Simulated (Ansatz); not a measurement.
Crystal: KZnF3.

```
Zn K F
1.0
     4.05000    0.00000    0.00000
     0.00000    4.05000    0.00000
     0.00000    0.00000    4.05000
Zn K F
1 1 3
Direct
  0.50000 0.50000 0.50000
  0.00000 0.00000 0.00000
  0.50000 0.00000 0.50000
  0.00000 0.50000 0.50000
  0.50000 0.50000 0.00000
```

```yaml
Program: Ansatz 0.2.0
Task: single point
Functional: PBEsol
Potentials_or_basis: Ansatz PAW
Cutoff: "420 eV (not typed: the program's choice for these potentials)"
k_mesh: 7 × 7 × 7
Occupations: fermi-dirac, width 0.05 eV
Spin: no spin polarisation
```

On this cell: pressure 0.1 GPa; largest force zero by symmetry; band gap on the k mesh 3.83 eV, indirect (least direct gap 5.54 eV).

The same run follows on a disturbed copy (atoms moved at random, drawn with an rms of 0.05 Å):

```
CELL_PARAMETERS angstrom
4.05000 0.00000 0.00000
0.00000 4.05000 0.00000
0.00000 0.00000 4.05000
ATOMIC_POSITIONS crystal
Zn 0.49233 0.50431 0.50399
K 0.00475 0.00919 0.99815
F 0.50853 0.99496 0.50841
F 0.99755 0.50391 0.50014
F 0.50134 0.51036 0.00343
```

What does the disturbed cell give?

The energy moves by +3.1 meV/atom; pressure 0.2 GPa; largest force 0.442 eV/Å; band gap on the k mesh 3.82 eV, indirect (least direct gap 5.52 eV).

Forces in eV/Å, atoms in the order of the input:
```
Zn   0.187 -0.211 -0.036
K   -0.055 -0.036  0.037
F   -0.082  0.433 -0.036
F   -0.010 -0.073  0.014
F   -0.040 -0.112  0.022
```

Stress tensor (GPa, compression positive):
```
 0.20  0.04  0.00
 0.04  0.30 -0.01
 0.00 -0.01  0.18
```

Caveats: odd divisions of the mesh miss points on the zone boundary, where band edges often lie, so the gap on the mesh can be too wide; the PAW data sets come from PBE, with cores solved anew for the run's functional, which leaves a small shift of forces and pressure.

A k mesh can miss the band edges.
